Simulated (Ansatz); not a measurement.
Input of an Ansatz 0.2.0 run:

input.yaml

```yaml
crystal:
  lattice:
    - [1.6022198417, 0.9250420569, 2.5664708903]
    - [-1.6022198417, 0.9250420569, 2.5664708903]
    - [0.0, -1.8500841138, 2.5664708903]
  atoms:
    - { symbol: Co, position: [0.99897832, 0.99897832, 0.99897832], spin: 2.0 }
    - { symbol: O, position: [0.75102103, 0.75102103, 0.75102103] }
hamiltonian:
  xc: pbesol
  pseudopotentials: { kind: paw }
magnetization:
  spin_polarized: true
kpoints:
  mp_grid: { grid: [10, 10, 10] }
scf:
  occupations: { method: fermi_dirac, width: 0.05 }
output:
  forces: true
  stress: true
elastic:
  mode: relaxed_ion
  stencil: two_point
```

Potentials or basis: Ansatz PAW.

Run with:

```sh
$ ansatz run input.yaml --threads 2 --pin off --max-ram 5632MiB --backend cpu --events-out ev --progress --plain --runs-dir out
```

**Question.** Estimate the Voigt bulk modulus.

**Answer.** 104 GPa.

**Question.** Estimate the band gap on the k mesh.

**Answer.** None (metal or under the smearing width).

**Question.** Estimate the pressure.

**Answer.** -8.1 GPa.

Elastic tensor in Voigt notation (GPa, in the Cartesian axes of the cell as first typed):
```
127 101  86   7   0   0
101 127  86  -7   0   0
 87  87 131   0   0   0
  7  -7   0  -9   0   0
  0   0   0   0  -9   7
  0   0   0   0   7  13
```

Caveat: the cell is more than 3 GPa from zero pressure, which shifts response properties; the elastic tensor has a negative eigenvalue, so either the cell is unstable as it stands or the mesh is too thin; the pressure holds a Pulay correction of +0.7 GPa for the finite cutoff; a cell with one magnetic atom can't hold antiferromagnetic order, which such compounds often take; semilocal functionals often make such compounds metallic where correlation or magnetic order opens a gap, which also shifts bond lengths; the PAW data sets come from PBE, with cores solved anew for the run's functional, which leaves a small shift of forces and pressure. With open d or f shells a metallic result of PBEsol can be an artefact of self-interaction; +U or a hybrid may open a gap.
